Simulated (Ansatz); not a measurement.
# CuO: the cost of one run

Program: Ansatz 0.2.0. Level of theory: DFT LDA+U (U = 7 eV, J = 0.7 eV on Cu d), plane waves, PAW. These are calculated values, not measurements.

3 further runs of the same task are left out: 3 that didn't finish.

## 1. Starting point

It takes space group P6_3mc (No. 186, hexagonal). Conventional cell: a = 3.288 Å, b = 3.288 Å, c = 5.385 Å, α = 90.00°, β = 90.00°, γ = 120.00°. Around Cu (site symmetry 3m) lie 4 O at 2.01 to 2.02 Å. Around O (site symmetry 3m) lie 4 Cu at 2.01 to 2.02 Å.

As a file:

```cif
data_structure
_symmetry_space_group_name_H-M 'P 1'
_symmetry_Int_Tables_number 1
_cell_length_a 3.2880
_cell_length_b 3.2880
_cell_length_c 5.3850
_cell_angle_alpha 90.000
_cell_angle_beta 90.000
_cell_angle_gamma 120.000
_cell_volume 50.42
loop_
_atom_site_label
_atom_site_type_symbol
_atom_site_fract_x
_atom_site_fract_y
_atom_site_fract_z
_atom_site_occupancy
Cu1 Cu 0.66667 0.33333 0.00000 1
Cu2 Cu 0.33333 0.66667 0.50000 1
O1 O 0.66667 0.33333 0.62520 1
O2 O 0.33333 0.66667 0.12520 1
```

Magnetic order typed: opposed in the cell.

## 2. From atoms, symmetry kept, no search

input.yaml reads:

```yaml
crystal:
  lattice:
    - [3.28802443, 0.0, 0.0]
    - [-1.64401221, 2.84751268, 0.0]
    - [0.0, 0.0, 5.38502486]
  atoms:
    - { symbol: Cu, position: [0.6666666667, 0.3333333333, 0.0], spin: 1.0, spin_axis: [0.0, 0.0, 1.0] }
    - { symbol: Cu, position: [0.3333333333, 0.6666666667, 0.5], spin: 1.0, spin_axis: [0.0, 0.0, -1.0] }
    - { symbol: O, position: [0.6666666667, 0.3333333333, 0.6252] }
    - { symbol: O, position: [0.3333333333, 0.6666666667, 0.1252] }
basis:
  ecutwfc: 420
  ecutrho_ratio: 4
kpoints:
  mp_grid: { grid: [7, 7, 4] }
hamiltonian:
  xc: lda
  hubbard:
    sites:
      - { site: 0, l: d, u: 7.0, j: 0.7 }
      - { site: 1, l: d, u: 7.0, j: 0.7 }
scf:
  occupations: { method: gaussian, width: 0.05 }
  lower_state_search: "off"
  max_iter: 150
output:
  forces: true
  stress: true
  eigenvalues: true
  populations: true
  hubbard: { sites: [{ site: 0, l: d }, { site: 1, l: d }] }
magnetization:
  noncollinear: true
  spin_orbit: true
```

This run includes spin–orbit coupling.

The run is started by

```
$ ansatz run input.yaml --threads 4 --pin off --max-ram 6144MiB --backend cpu --events-out ev --progress --plain --runs-dir out
```

What time and memory should one allow on 4 threads of Intel Xeon Platinum 8559C (Emerald Rapids), shared host?

About 15 s, with a peak of 0.82 GiB.
